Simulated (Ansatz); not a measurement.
Crystal: NaCl.

```
CELL_PARAMETERS angstrom
0.00000 2.79406 2.79406
2.79406 0.00000 2.79406
2.79406 2.79406 0.00000
ATOMIC_POSITIONS crystal
Cl 0.50000 0.50000 0.50000
Na 0.00000 0.00000 0.00000
```

The cell is a database's computed one.

```yaml
Program: Ansatz 0.2.0
Task: relaxation of cell and atoms
Functional: RPBE
Dispersion: D4
Potentials_or_basis: all-electron LAPW, scalar-relativistic
Basis_error_allowed: 0.001 eV/atom
k_mesh: 8 × 8 × 8
Occupations: fermi-dirac, width 0.05 eV
Spin: no spin polarisation
```

At the start: volume 21.81 Å³/atom.

Q: How do energy, volume and symmetry change on relaxing?

A: Over 5 steps the energy falls by 8.5 meV/atom and the volume is 23.40 Å³/atom (+7.3 %); space group Fm-3m (No. 225, to 0.05 Å).

Step by step:
```csv
step,energy change (eV),largest force (eV/Å),volume (Å³)
1,0.0000,0.0000,43.63
2,-0.0149,0.0000,45.64
3,-0.0170,0.0000,46.67
4,-0.0170,0.0000,46.80
5,-0.0170,0.0000,46.80
```

Final structure:
```xyz
2
Lattice="0.0000 2.8602 2.8602 2.8602 0.0000 2.8602 2.8602 2.8602 0.0000" Properties=species:S:1:pos:R:3 pbc="T T T"
Cl    2.8602    2.8602    2.8602
Na    0.0000    0.0000    0.0000
```
